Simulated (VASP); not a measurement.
Write the native input for VASP 6.6.1 that does the following.

| Property | Result |
| --- | --- |
| Task | relaxation of cell and atoms |
| Functional | PBEsol |
| Potentials or basis | VASP PAW PBE potentials, release 64 (Ga_d, P) |
| Cutoff | 600 eV |
| k mesh | 8 × 8 × 8 |
| Occupations | gaussian, width 0.03 eV |
| Spin | no spin polarisation |
| Further INCAR settings | ALGO = Normal; EDIFF = 1e-06; IBRION = 2; EDIFFG = -0.01; NSW = 90; ISIF = 3 |

The structure of GaP lies in POSCAR:

```
GaP
1.0
    0.0000000000      2.7252500000      2.7252500000
    2.7252500000      0.0000000000      2.7252500000
    2.7252500000      2.7252500000      0.0000000000
Ga P
1 1
Direct
    0.0000000000      0.0000000000      0.0000000000
    0.2500000000      0.2500000000      0.2500000000
```

One way to write it, as run:

INCAR

```
SYSTEM = GaP
PREC     = Accurate       ! precision mode
ENCUT    = 600            ! plane-wave cutoff, eV
EDIFF    = 1E-6           ! SCF threshold, eV
ISMEAR   = 0              ! smearing method
SIGMA    = 0.03           ! smearing width, eV
LREAL    = .False.        ! projectors in reciprocal space
LASPH    = .True.         ! aspherical terms in the spheres
NELM     = 80             ! most SCF steps
ALGO     = Normal         ! electronic algorithm
ISIF     = 3              ! what is computed and relaxed
LWAVE    = .False.        ! write WAVECAR
LCHARG   = .False.        ! write CHGCAR
GGA      = PS             ! functional
IBRION   = 2              ! ionic algorithm
NSW      = 90             ! ionic steps
EDIFFG   = -0.01          ! ionic threshold
```

KPOINTS

```
regular mesh
0
Gamma
  8 8 8
  0 0 0
```

Potentials or basis: VASP PAW PBE potentials, release 64 (Ga_d, P).

Launch:

```sh
$ cat potpaw_PBE.64/Ga_d/POTCAR potpaw_PBE.64/P/POTCAR > POTCAR
$ mpirun -np 1 vasp_std > vasp.out
```

It gave:

```
Relaxed volume                         : 20.09 Å³/atom
Relaxed cell                           : a = 3.844 Å, b = 3.844 Å, c = 3.844 Å, α = 60.00°, β = 60.00°, γ = 60.00°
Space group after relaxing (to 0.05 Å) : F-43m (No. 216)
Energy gained by relaxing              : 0.3 meV/atom
Ionic steps                            : 3
Pressure after relaxing                : 0.0 GPa
Band gap on the k mesh                 : 1.50 eV, indirect (least direct gap 1.81 eV)
```

Caveat: the PAW data sets were made with another functional, which shifts forces and pressure a little.

It took 13 s on 1 thread of Intel(R) Xeon(R) 6975P-C (Granite Rapids), on a shared host, peak memory 0.19 GiB.
